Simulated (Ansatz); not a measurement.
# CuO: the cost of one run

Method: DFT r2SCAN, scalar-relativistic, plane waves, PAW, in Ansatz 0.2.0.

1 further run of the same task is left out (set aside as unsound or not needed).

### 1 Starting point

Symmetry: Cccm, No. 66, orthorhombic system. Conventional cell: a = 4.076 Å, b = 4.089 Å, c = 5.161 Å, α = 90.00°, β = 90.00°, γ = 90.00°. Cu (site symmetry 2/m) has 4 O at 1.94 Å as nearest neighbours. O (site symmetry 222) is surrounded by 4 Cu at 1.94 Å.

As a file:

```xyz
4
Lattice="2.0381 -2.0447 0.0000 2.0381 2.0447 0.0000 0.0000 0.0000 5.1611" Properties=species:S:1:pos:R:3 pbc="T T T"
Cu    1.0190    1.0224    0.0000
Cu    1.0190   -1.0224    2.5806
O     2.0381    0.0000    1.2903
O     2.0381    0.0000    3.8708
```

It goes back to an entry of the Materials Project, which need not be the stable form.

This cell was relaxed beforehand with the same method: volume 10.75 Å³/atom, gap on the mesh none (metal), site moments up to 0.6 μB.

### 2 Static run: bands, density of states and charges

input.yaml reads:

```yaml
crystal:
  lattice:
    - [2.038059217, -2.0447428057, 0.0]
    - [2.038059217, 2.0447428057, 0.0]
    - [0.0, 0.0, 5.1611180303]
  atoms:
    - { symbol: Cu, position: [0.0, 0.5, 0.0], spin: 0.69 }
    - { symbol: Cu, position: [0.5, 0.0, 0.5], spin: 0.69 }
    - { symbol: O, position: [0.5, 0.5, 0.25], spin: 0.36 }
    - { symbol: O, position: [0.5, 0.5, 0.75], spin: 0.36 }
basis:
  ecutwfc: 500
kpoints:
  mp_grid: { grid: [14, 14, 8] }
  band_path:
    path:
      - [[0.0, 0.0, 0.0], [-0.5, 0.5, 0.0], [-0.49836834, 0.50163166, 0.0]]
      - [[0.49836834, 0.49836834, 0.0], [0.0, 0.0, 0.0], [0.0, 0.0, 0.5], [0.49836834, 0.49836834, 0.5]]
      - [[-0.49836834, 0.50163166, 0.5], [-0.5, 0.5, 0.5], [-0.5, 0.5, 0.0]]
      - [[0.0, 0.0, 0.0], [0.0, 0.5, 0.0], [0.0, 0.5, 0.5], [0.0, 0.0, 0.5], [-0.5, 0.5, 0.5]]
    npoints: 14
hamiltonian:
  xc: r2scan
scf:
  occupations: { method: gaussian, width: 0.1 }
  n_extra_bands: 10
output:
  forces: true
  stress: true
  eigenvalues: true
  populations: true
  dos: { projected: true, de: 0.02, nscf_kmesh: { grid: [21, 21, 12] } }
  bader: true
  write_density: true
  write_potential: true
  elf: true
  volumetric_format: npy
magnetization:
  spin_polarized: true
checkpoint:
  read: start.run
  write: ck
  compress: false
  write_wavefunctions: false
  write_every: 100000
```

Launch:

```console
> ansatz run input.yaml --threads 1 --pin off --max-ram 2560MiB --backend cpu --events-out ev --progress --plain --runs-dir out
```

Q: Estimate wall time and peak memory on 1 thread of Intel Xeon at 2.50GHz (Skylake/Cascade Lake), shared host.

About 9 min, with a peak of 1.5 GiB.
